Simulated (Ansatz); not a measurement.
SiO2 with hydrogen replacing O: gradients before and after relaxing the atoms

Start: a supercell of SiO2 (space group P2_12_12_1) built from a computed structure from the Materials Project (it need not be an observed phase), with all atoms left at the host's positions.

```yaml
crystal:
  lattice:
    - [0.00000, 7.01170, 7.01261]
    - [6.87585, 0.00000, 7.01261]
    - [6.87585, 7.01170, 0.00000]
  atoms:
    - { symbol: Si, position: [0.34402, 0.35112, 0.39957] }
    - { symbol: Si, position: [0.84402, 0.85112, 0.89957] }
    - { symbol: Si, position: [0.77150, 0.22408, 0.78358] }
    - { symbol: Si, position: [0.27150, 0.72408, 0.28358] }
    - { symbol: Si, position: [0.22408, 0.27150, 0.22084] }
    - { symbol: Si, position: [0.72408, 0.77150, 0.72084] }
    - { symbol: Si, position: [0.40529, 0.89957, 0.35112] }
    - { symbol: Si, position: [0.90529, 0.39957, 0.85112] }
    - { symbol: Si, position: [0.85112, 0.34402, 0.40529] }
    - { symbol: Si, position: [0.35112, 0.84402, 0.90529] }
    - { symbol: Si, position: [0.78358, 0.72084, 0.27150] }
    - { symbol: Si, position: [0.28358, 0.22084, 0.77150] }
    - { symbol: Si, position: [0.39957, 0.40529, 0.84402] }
    - { symbol: Si, position: [0.89957, 0.90529, 0.34402] }
    - { symbol: Si, position: [0.22084, 0.78358, 0.72408] }
    - { symbol: Si, position: [0.72084, 0.28358, 0.22408] }
    - { symbol: O, position: [0.40383, 0.28247, 0.77621] }
    - { symbol: O, position: [0.90383, 0.78247, 0.27621] }
    - { symbol: O, position: [0.27621, 0.53749, 0.40383] }
    - { symbol: O, position: [0.77621, 0.03749, 0.90383] }
    - { symbol: H, position: [0.53204, 0.30364, 0.27171] }
    - { symbol: O, position: [0.03204, 0.80364, 0.77171] }
    - { symbol: O, position: [0.72497, 0.33550, 0.35417] }
    - { symbol: O, position: [0.22497, 0.83550, 0.85417] }
    - { symbol: O, position: [0.39261, 0.77171, 0.30364] }
    - { symbol: O, position: [0.89261, 0.27171, 0.80364] }
    - { symbol: O, position: [0.58536, 0.35417, 0.83550] }
    - { symbol: O, position: [0.08536, 0.85417, 0.33550] }
    - { symbol: O, position: [0.59484, 0.84138, 0.33550] }
    - { symbol: O, position: [0.09484, 0.34138, 0.83550] }
    - { symbol: O, position: [0.22828, 0.33550, 0.34138] }
    - { symbol: O, position: [0.72828, 0.83550, 0.84138] }
    - { symbol: O, position: [0.28247, 0.90383, 0.53749] }
    - { symbol: O, position: [0.78247, 0.40383, 0.03749] }
    - { symbol: O, position: [0.80364, 0.53204, 0.39261] }
    - { symbol: O, position: [0.30364, 0.03204, 0.89261] }
    - { symbol: O, position: [0.35417, 0.08536, 0.22497] }
    - { symbol: O, position: [0.85417, 0.58536, 0.72497] }
    - { symbol: O, position: [0.03749, 0.27621, 0.28247] }
    - { symbol: O, position: [0.53749, 0.77621, 0.78247] }
    - { symbol: O, position: [0.34138, 0.59484, 0.72828] }
    - { symbol: O, position: [0.84138, 0.09484, 0.22828] }
    - { symbol: O, position: [0.33550, 0.22497, 0.58536] }
    - { symbol: O, position: [0.83550, 0.72497, 0.08536] }
    - { symbol: O, position: [0.83550, 0.22828, 0.59484] }
    - { symbol: O, position: [0.33550, 0.72828, 0.09484] }
    - { symbol: O, position: [0.27171, 0.39261, 0.03204] }
    - { symbol: O, position: [0.77171, 0.89261, 0.53204] }
```

Atom numbers follow the list; atoms alike are taken as one site, whose name carries the number of the first.

Computed with Ansatz: DFT, PBE, plane waves and PAW, scalar-relativistic, 420 eV cutoff, Γ-centred 3×3×3 k-points, Fermi–Dirac smearing 0.01 eV, cell charge +1.

The largest force at the start is 3.1 eV/Å. Relaxing the ions at fixed cell moves them by 0.269 Å at most (atom 25, O) and 0.134 Å rms.

```
site  atom  moved (Å)            first shell before                first shell after  V_zz before (10²¹ V/m²)  η before
 Si1     1      0.129  3 O at 1.61 Å, 1 H at 1.61 Å               3 O at 1.59–1.60 Å                     5.04      0.16
 Si2     2      0.116                 4 O at 1.61 Å                    4 O at 1.63 Å                    -0.43      0.94
 Si3     3      0.093                 4 O at 1.61 Å               4 O at 1.62–1.63 Å                    -0.52      0.90
 Si4     4      0.161                 4 O at 1.61 Å               4 O at 1.61–1.65 Å                    -0.58      0.56
 Si6     6      0.039                 4 O at 1.61 Å               4 O at 1.62–1.63 Å                    -0.40      0.90
 Si7     7      0.097                 4 O at 1.61 Å               4 O at 1.62–1.63 Å                    -0.48      0.86
 Si9     9      0.086                 4 O at 1.61 Å               4 O at 1.61–1.65 Å                    -0.72      0.99
Si12    12      0.065                 4 O at 1.61 Å               4 O at 1.61–1.66 Å                     0.94      0.91
Si16    16      0.095  1 H at 1.61 Å, 3 O at 1.61 Å               3 O at 1.59–1.60 Å                     4.43      0.17
 O19    19      0.258    2 Si at 1.61 Å, angle 142°  2 Si at 1.59–1.65 Å, angle 141°                     9.04      0.49
   H    21      0.157    2 Si at 1.61 Å, angle 146°  2 Si at 1.64–1.67 Å, angle 151°                     1.88      0.11
 O23    23      0.046    2 Si at 1.61 Å, angle 142°  2 Si at 1.59–1.65 Å, angle 141°                    10.45      0.17
 O25    25      0.269    2 Si at 1.61 Å, angle 146°  2 Si at 1.61–1.63 Å, angle 141°                     9.41      0.16
 O31    31      0.227    2 Si at 1.61 Å, angle 146°  2 Si at 1.59–1.65 Å, angle 156°                     9.07      0.60
 O34    34      0.214    2 Si at 1.61 Å, angle 142°  2 Si at 1.60–1.66 Å, angle 139°                     9.93      0.08
 O42    42      0.121    2 Si at 1.61 Å, angle 146°  2 Si at 1.60–1.65 Å, angle 145°                     9.52      0.26
```

Question: How do the gradients change?

Answer: 

```tsv
site	atom	V_zz after	η after	change of V_zz
Si1	1	6.77	0.02	+1.73
Si2	2	0.43	0.94	–
Si3	3	-0.72	0.24	-0.20
Si4	4	1.52	0.72	–
Si6	6	0.52	0.25	–
Si7	7	-0.43	0.48	+0.05
Si9	9	1.32	0.81	–
Si12	12	1.88	0.64	+0.94
Si16	16	6.22	0.13	+1.79
O19	19	9.23	0.22	+0.19
H	21	1.66	0.07	-0.22
O23	23	9.47	0.32	-0.98
O25	25	9.25	0.25	-0.16
O31	31	9.87	0.32	+0.80
O34	34	9.47	0.21	-0.46
O42	42	9.40	0.04	-0.12
```

The largest change of V_zz along a kept axis is on Si16, from 4.43 to 6.22. The whole tensor moves most on O19, by 3.21 along its most changed direction. Small gradients that grow severalfold: Si14 (0.41 to 1.44). In per cent, |V_zz| changes by +34 to +100 on Si, -9 to +9 on O, -12 on H (all sites that start above 0.5, bar those whose gradient vanishes or changes sign or whose main axis turns by over 40°). Where |V_zz| stays above 0.1 and the axes keep their order, η moves most on Si3, from 0.90 to 0.24. On O34 V_xx and V_yy change places (or their axes turn by over 50°), so the two values of η hide a larger change. On Si9, Si4, Si2, Si6 the largest principal value lies along another axis in the second run, so the two V_zz can't be compared directly. The table leaves out 32 of the 48 sites, with |V_zz| up to 10.09; their tensors move by 1.77 at most along any direction. The statements above cover all sites. The host's own positions weren't relaxed first, so part of the change far from the defect can be the host's relaxation.

The defect repeats with the cell of 48 atoms, so it feels its images: sites between two images don't show the values beside a lone defect, and zeros or small values of η there can come from the images' arrangement. O and Si carry a gradient in the pure host already, so the values there aren't the defect's effect alone. A uniform background compensates the cell's charge.
Before: The neighbours have not yet relaxed around the defect (largest force 3.1 eV/Å), so the values at and beside it are those of a strained start, not of the defect in a real crystal.
